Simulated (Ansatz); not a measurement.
Here is an Ansatz 0.2.0 calculation.

input.yaml

```yaml
crystal:
  lattice:
    - [3.02327, 0.0, 0.0]
    - [0.0, 4.96468, 0.0]
    - [0.0, 0.0, 5.97696]
  atoms:
    - { symbol: Sn, position: [0.5, 0.5, 0.0] }
    - { symbol: O, position: [0.0, 0.5, 0.77572] }
    - { symbol: O, position: [0.0, 0.5, 0.22428] }
hamiltonian:
  xc: pbe
  pseudopotentials: { kind: paw }
kpoints:
  mp_grid: { grid: [9, 6, 5] }
scf:
  occupations: { method: fermi_dirac, width: 0.05 }
output:
  forces: true
  stress: true
  eigenvalues: true
relax:
  f_tol: 0.01
  max_steps: 40
  cell: { stress_tol: 0.05, p_target: 20.0 }
```

Potentials or basis: Ansatz PAW.

Launch:

```console
$ ansatz run input.yaml --threads 2 --pin off --max-ram 5632MiB --backend cpu --events-out ev --progress --plain --runs-dir out
```

Task: What does it give for the relaxed cell?

Result: a = 2.970 Å, b = 2.966 Å, c = 4.851 Å, α = 90.00°, β = 90.00°, γ = 90.00°.

Task: What does it give for the space group after relaxing (to 0.05 Å)?

Result: Pmmm (No. 47).

Final structure:
```
Sn O
1.0
     2.96980    0.00000    0.00000
     0.00000    2.96596    0.00000
     0.00000    0.00000    4.85142
Sn O
1 2
Direct
  0.50000 0.50000 0.00000
  0.00000 0.50000 0.72804
  0.00000 0.50000 0.27196
```
